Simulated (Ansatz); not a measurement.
Runs of Ansatz 0.2.0 on In. The structure is cubic, space group Im-3m (No. 229). Conventional cell: a = 3.765 Å, b = 3.765 Å, c = 3.765 Å, α = 90.00°, β = 90.00°, γ = 90.00°. In (site symmetry m-3m) has 8 In at 3.26 Å as nearest neighbours. This isn't the form of In at room conditions, which is tetragonal.

| task | level | cell | k mesh | atoms under strain | gap on the mesh (eV) | pressure (GPa) | relaxed volume (Å³/atom) |
| --- | --- | --- | --- | --- | --- | --- | --- |
| elastic constants | LDA | as given | 7 × 7 × 7 | clamped | none | -2.9 | - |
| relaxation of cell and atoms | BLYP+D4 | relaxed | 10 × 10 × 10 | - | none | 0.0 | (a) |
| relaxation of cell and atoms | BLYP+D3(BJ) | relaxed | 10 × 10 × 10 | - | none | 0.0 | (b) |
| relaxation of cell and atoms | revPBE+D4 | relaxed | 10 × 10 × 10 | - | none | 0.0 | 26.51 |
| relaxation of cell and atoms | revPBE+D3(BJ) | relaxed | 10 × 10 × 10 | - | none | 0.0 | 25.93 |
| phonons | LDA | as given | 7 × 7 × 7 | - | none | - | - |

Alike in all rows: potentials or basis Ansatz PAW; no spin polarisation; cutoff (eV) 420; smearing fermi-dirac 0.05 eV.

**Question.** Estimate the missing entries.

**Answer.** (a) 27.98; (b) 27.20.

Caveats: the PAW data sets come from PBE, with cores solved anew for the run's functional, which leaves a small shift of forces and pressure; the plane-wave basis is chosen anew once the cell has moved, so the energies of steps on either side of that aren't comparable (some runs); pairwise dispersion overbinds metals, which lowers pressure and volume (some runs); the elastic tensor has a negative eigenvalue, so either the cell is unstable as it stands or the mesh is too thin (some runs).

A k mesh can miss the band edges, and the runs leave out spin-orbit coupling on In.

A gap of «none» marks a metal or a gap under the smearing width.

Runs at the PBE level aren't shown here.
